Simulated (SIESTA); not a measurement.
NaI:

```
CELL_PARAMETERS angstrom
0.00000 3.23640 3.23640
3.23640 0.00000 3.23640
3.23640 3.23640 0.00000
ATOMIC_POSITIONS crystal
I 0.50000 0.50000 0.50000
Na 0.00000 0.00000 0.00000
```

Base run:

| Property | Result |
| --- | --- |
| Program | SIESTA 5.4.2 |
| Functional | PBEsol |
| Potentials or basis | PseudoDojo 0.4 standard (PBEsol files) |
| Basis | DZP (energy shift 0.003 Ry; two zetas on semicore shells) |
| Grid cutoff | 800 Ry |
| Energy shift | 0.003 Ry |
| k mesh | 7 × 7 × 7 |
| Occupations | fermi-dirac, width 0.05 eV |
| Spin | no spin polarisation |

Its results: band gap on the k mesh 3.64 eV, direct; pressure -0.4 GPa.

Q: The run is repeated on the same cell with these changes: functional from PBEsol to PBE; potentials or basis from PseudoDojo 0.4 standard (PBEsol files) to PseudoDojo 0.4 standard (PBE files). What comes out?

A: Band gap on the k mesh 3.76 eV, direct; pressure 0.6 GPa.

Caveats: spin-orbit coupling is left out, which moves the levels of the heavy elements; the basis of atomic orbitals isn't converged, which shifts pressures, moduli and gaps.
